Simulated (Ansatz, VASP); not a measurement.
Two plane-wave programs on LiF

The input INCAR:

```
SYSTEM = LiF
PREC = Accurate
ENCUT = 520
EDIFF = 1E-7
ISMEAR = 0
SIGMA = 0.05
LREAL = .False.
LASPH = .True.
NELM = 100
ALGO = Normal
ISIF = 2
LWAVE = .False.
LCHARG = .False.
NBANDS = 18
```

Contents of KPOINTS:

```
regular mesh
0
Gamma
  9 9 6
  0 0 0
```

POSCAR

```
LiF
1.0
    3.0609398175      0.0000000000      0.0000000000
   -1.5304699087      2.6508516414      0.0000000000
    0.0000000000      0.0000000000      4.8073245700
Li F
2 2
Direct
    0.3406560473      0.6466606400      0.3811542600
    0.6739893807      0.3133273067      0.8811542600
    0.3333333333      0.6666666667      0.9938437400
    0.6666666667      0.3333333333      0.4938437400
```

Input for Ansatz:

```yaml
crystal:
  lattice:
    - [3.0609398175, 0.0, 0.0]
    - [-1.5304699087, 2.6508516414, 0.0]
    - [0.0, 0.0, 4.80732457]
  atoms:
    - { symbol: Li, position: [0.3406560473, 0.64666064, 0.38115426] }
    - { symbol: Li, position: [0.6739893807, 0.3133273067, 0.88115426] }
    - { symbol: F, position: [0.3333333333, 0.6666666667, 0.99384374] }
    - { symbol: F, position: [0.6666666667, 0.3333333333, 0.49384374] }
basis:
  ecutwfc: 420
kpoints:
  mp_grid: { grid: [9, 9, 6] }
hamiltonian:
  xc: lda
scf:
  occupations: { method: gaussian, width: 0.05 }
output:
  forces: true
  stress: true
  eigenvalues: true
```

Change from the starting cell: all Li atoms moved +0.075 Å, as atom 1 along Cartesian [1 -1 0].

Alike in both runs: task single point; functional LDA; k mesh 9 × 9 × 6; occupations gaussian, width 0.05 eV; no spin polarisation.

|  | VASP | Ansatz |
| --- | --- | --- |
| version | VASP 6.6.1 | Ansatz 0.2.0 |
| potentials or method | VASP PAW LDA potentials, release 64 (Li_sv, F) | scalar-relativistic, plane waves, PAW |
| plane-wave cutoff (eV) | 520 | 420 |
| valence electrons in the cell | 20 | 20 |

|  | VASP | Ansatz | Ansatz less VASP |
| --- | --- | --- | --- |
| gap on the k mesh at the Fermi level (eV) | 7.57 | 7.59 | +0.016 |
| least direct gap on the mesh (eV) | 7.57 | 7.59 | +0.016 |
| rms of the force components (eV/Å) | 0.174 | 0.172 | -0.0015 |

Atom by atom the forces differ by 0.002 eV/Å (rms over components).

Caveats: an odd mesh through Γ misses points on the zone boundary, where band edges often lie.
